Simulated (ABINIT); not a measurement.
Crystal: Fe.

```
CELL_PARAMETERS angstrom
-1.44300 1.44300 1.44300
1.44300 -1.44300 1.44300
1.44300 1.44300 -1.44300
ATOMIC_POSITIONS crystal
Fe 0.00000 0.00000 0.00000
```

```yaml
Program: ABINIT 10.8.3 (patched build)
Task: single point
Functional: PBE
Potentials_or_basis: JTH PAW PBE v2.0
Cutoff: 707 eV
k_mesh: 13 × 13 × 13
Occupations: fermi-dirac, width 0.05 eV
Spin: collinear spin, ferromagnetic start
Starting_moments: "[3.0] μB"
```

On this cell: pressure -10.2 GPa; net moment 2.26 μB per cell; site moments Fe +2.32 μB; band gap on the k mesh none (metal or under the smearing width).

The same run follows on a disturbed copy (cell strained at random at fixed volume):

```
CELL_PARAMETERS angstrom
-1.48153 1.43424 1.45901
1.46753 -1.43096 1.44173
1.45354 1.40297 -1.45574
ATOMIC_POSITIONS crystal
Fe 0.98721 0.99305 0.98531
```

What does the disturbed cell give?

The energy (extrapolated to zero smearing) moves by +2.9 meV/atom; pressure -9.9 GPa; net moment 2.26 μB per cell; site moments Fe +2.32 μB; band gap on the k mesh none (metal or under the smearing width).

Stress tensor (GPa, compression positive):
```
-10.99   1.41   0.58
  1.41  -8.31  -0.03
  0.58  -0.03 -10.41
```
